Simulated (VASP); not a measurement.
Set up this calculation in VASP 6.6.1, as the native input.

```
Task                   : single point
Functional             : PBEsol
Potentials or basis    : VASP PAW PBE potentials, release 64 (Hf_pv, C)
Cutoff                 : 520 eV
k mesh                 : 10 × 10 × 6
Occupations            : gaussian, width 0.05 eV
Spin                   : no spin polarisation
Dipole correction      : no
Further INCAR settings : ALGO = Normal; EDIFF = 1e-06; NBANDS = 22
```

The structure of HfC lies in POSCAR:

```
HfC
1.0
    3.2332086791      0.0000000000      0.0000000000
   -1.6166043395      2.8000408518      0.0000000000
    0.0000000000      0.0000000000      5.7187526075
Hf C
2 2
Direct
    0.0000000000      0.0000000000      0.0000000000
    0.0000000000      0.0000000000      0.5000000000
    0.3333333333      0.6666666667      0.2500000000
    0.6666666667      0.3333333333      0.7500000000
```

The cell comes from a database or a generator and needn't be the stable form of this composition.

These files were run (other wordings do the same):

INCAR

```
SYSTEM = HfC
  PREC = Accurate
  ENCUT = 520
  EDIFF = 1E-6
  ISMEAR = 0
  SIGMA = 0.05
  LREAL = .False.
  LASPH = .True.
  NELM = 100
  ALGO = Normal
  ISIF = 2
  LWAVE = .False.
  LCHARG = .False.
  GGA = PS
  NBANDS = 22
```

KPOINTS

```
regular mesh
0
Gamma
  10 10 6
  0 0 0
```

Potentials or basis: VASP PAW PBE potentials, release 64 (Hf_pv, C).

Launch:

```bash
$ cat potpaw_PBE.64/Hf_pv/POTCAR potpaw_PBE.64/C/POTCAR > POTCAR
$ mpirun -np 1 vasp_std > vasp.out
```

Results of the run:

```
Pressure               : -0.5 GPa
Band gap on the k mesh : none (metal or under the smearing width)
```

Caveat: the PAW data sets were made with another functional, which shifts forces and pressure a little.

Wall time 19 s on 1 thread of Intel(R) Xeon(R) 6975P-C (Granite Rapids), on a shared host, peak memory 0.2 GiB.
